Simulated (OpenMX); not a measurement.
## Bi under changes of volume

One of the cells (35.070 Å³/atom); the others are scaled copies at fixed shape and fractional positions:

```xyz
2
Lattice="2.2675 1.3091 3.9380 -2.2675 1.3091 3.9380 0.0000 -2.6183 3.9380" Properties=species:S:1:pos:R:3 pbc="T T T"
Bi    0.0000    0.0000    9.0495
Bi    0.0000    0.0000    2.7645
```

| Item | Value |
| --- | --- |
| Program | OpenMX 3.8.5 |
| Functional | PBE |
| Potentials or basis | OpenMX 2013 PBE set, Bi8.0-s3p2d2, fixed grid of 50 × 50 × 50 points |
| k mesh | 7 × 7 × 7 |
| Occupations | fermi-dirac, width 0.05 eV |
| Spin | no spin polarisation |

```tsv
volume (Å³/atom)	energy over the lowest point (meV/atom)	gap on the mesh (eV)	largest force (eV/Å)
32.965	95.44	0.33	0.767
33.667	65.91	0.32	0.648
34.368	42.65	0.31	0.522
35.070	24.92	0.29	0.419
35.771	12.24	0.28	0.310
36.472	?	?	?
37.174	0.00	0.26	0.124
```

Question: What does the run at 36.472 Å³/atom give?

Answer: Energy over the lowest point 4.07 meV/atom; gap on the mesh 0.27 eV; largest force 0.218 eV/Å.

Worked out: A Birch-Murnaghan fit of order 3 (a polynomial in V^(-2/3)) to the other rows has its minimum at 37.60 Å³/atom, just outside them, with B0 = V·E''(V) = 42 GPa and B' = 4.5 at fixed shape and positions, which overstates the stiffness. It gives 4.09 meV/atom at 36.472 Å³/atom, against the run's 4.07. A straight line through the other rows of the gap, of slope -0.607 eV per unit of ln V, gives 0.27 eV, against the run's 0.27.

Energies are extrapolated to zero smearing.

Caveats: the basis has few d functions beyond the semicore shells, which can make volumes several per cent too large; spin-orbit coupling is left out, which as a rule narrows the gap of such compounds by several tenths of an eV; an odd mesh through Γ misses points on the zone boundary, where band edges often lie; the basis of atomic orbitals isn't converged, which shifts pressures, moduli and gaps.
